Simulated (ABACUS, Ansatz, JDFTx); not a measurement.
# 12 crystals, 4 set-ups of PBE: the equilibrium volume

The same calculation (PBE, Γ-centred k mesh with a spacing near 0.25 Å⁻¹, Fermi-Dirac smearing of 0.05 eV, no spin-orbit coupling) was run on each cell with:

- A: Ansatz LAPW, all-electron LAPW, scalar-relativistic
- B: ABACUS, PseudoDojo NC SR 0.4.1 PBE standard, cutoffs 599 to 1143 eV
- C: Ansatz, Ansatz PAW (earlier soft set), cutoff 420 eV
- D: JDFTx, PseudoDojo-SR-PBE-0.5-standard, cutoffs 599 to 1143 eV

Volumes are energy minima over scaled cells at fixed shape and fractions. Not every cell is the stable form of its formula. Spin polarisation and spin-orbit coupling are off unless named.

| crystal | A (Å³/atom) | B (Å³/atom) | C (Å³/atom) | D (Å³/atom) |
| --- | --- | --- | --- | --- |
| LiF (Fm-3m) | 8.404 | 8.374 | 8.412 | 8.374 |
| MgO (Fm-3m) | 9.625 | 9.617 | 9.625 | 9.616 |
| TiC (Fm-3m) | 10.168 | 10.173 | 10.167 | 10.173 |
| SiC (P6_3mc, 4 atoms) | 10.517 | 10.518 | 10.516 | 10.519 |
| GaN (F-43m) | 11.757 | 11.773 | 11.766 | 11.773 |
| RuAl (Pm-3m) | 13.547 | 13.549 | 13.548 | 13.549 |
| WSi2 (I4/mmm, 3 atoms) | 13.673 | 13.679 | 13.677 | 13.679 |
| Pt (Fm-3m) | 15.652 | 15.623 | 15.652 | 15.624 |
| MgS (Fm-3m) | 17.877 | 17.897 | 17.879 | 17.898 |
| P (Cmce, 4 atoms) | 21.028 | 21.043 | 21.027 | 21.043 |
| Hf (P6_3/mmc, 2 atoms) | 22.507 | 22.515 | 22.502 | 22.515 |
| ZrS2 (P-3m1, 3 atoms) | 23.899 | 23.904 | 23.898 | 23.905 |

Problem. Which set-up lies closest to the all-electron result, and which farthest?

Solution. Closest is C (Ansatz, Ansatz PAW (earlier soft set)), farthest D (JDFTx, PseudoDojo-SR-PBE-0.5-standard); C is the nearer of the two in 12 of 12 crystals. Against the all-electron result, the mean absolute deviation is B 0.09, C 0.02, D 0.10 %. The largest single deviation is -0.36 %, for LiF in B. The figures use the values as printed. The all-electron reference has errors of its own basis, so a deviation may be partly its. Meshes of this size aren't converged for metals, which the comparison doesn't need. The functional is the same throughout, so these differences measure potentials, basis sets and numerical settings.
